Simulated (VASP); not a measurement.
BN (Qingsongite): relaxation of the atoms with PBEsol

BN (Qingsongite):

```xyz
2
Lattice="0.0000 1.7912 1.7912 1.7912 0.0000 1.7912 1.7912 1.7912 0.0000" Properties=species:S:1:pos:R:3 pbc="T T T"
B     0.0000    0.0000    0.0000
N     0.8956    0.8956    0.8956
```

The cell isn't the ideal one: a relaxed cell with its volume scaled by 0.98.

| Quantity | Value |
| --- | --- |
| Program | VASP 6.6.1 |
| Task | relaxation of the atoms |
| Functional | PBEsol |
| Potentials or basis | VASP PAW PBE potentials, release 64 (B, N) |
| Cutoff | 600 eV |
| k mesh | 14 × 14 × 14 |
| Occupations | gaussian, width 0.03 eV |
| Spin | no spin polarisation |
| Further INCAR settings | ALGO = Fast; EDIFF = 1e-07; IBRION = 2; EDIFFG = -0.01; NSW = 40 |

The pressure after relaxing is 8.1 GPa and the band gap on the k mesh is 4.30 eV, indirect (least direct gap 8.89 eV).

Final structure:
```
CELL_PARAMETERS angstrom
0.00000 1.79122 1.79122
1.79122 0.00000 1.79122
1.79122 1.79122 0.00000
ATOMIC_POSITIONS crystal
B 0.00000 0.00000 0.00000
N 0.25000 0.25000 0.25000
```

Levels at points of the mesh, in eV from the valence-band top:
```csv
k point,band 2,band 3,band 4,band 5,band 6,band 7
"(0.00, 0.00, 0.00)",0.00,0.00,0.00,8.89,8.89,8.89
"(0.50, 0.00, 0.00)",-11.03,-2.00,-2.00,10.45,10.77,10.77
"(0.50, 0.50, 0.00)",-9.15,-5.08,-5.08,4.30,9.24,18.29
```

Wall time 15 s on 1 thread of Intel(R) Xeon(R) Platinum 8259CL CPU @ 2.50GHz (Skylake/Cascade Lake), with other jobs on the host, peak memory 0.12 GiB.

Caveat: the relaxation stopped at its first step, so nothing moved; the PAW data sets were made with another functional, which shifts forces and pressure a little. A k mesh can miss the band edges.
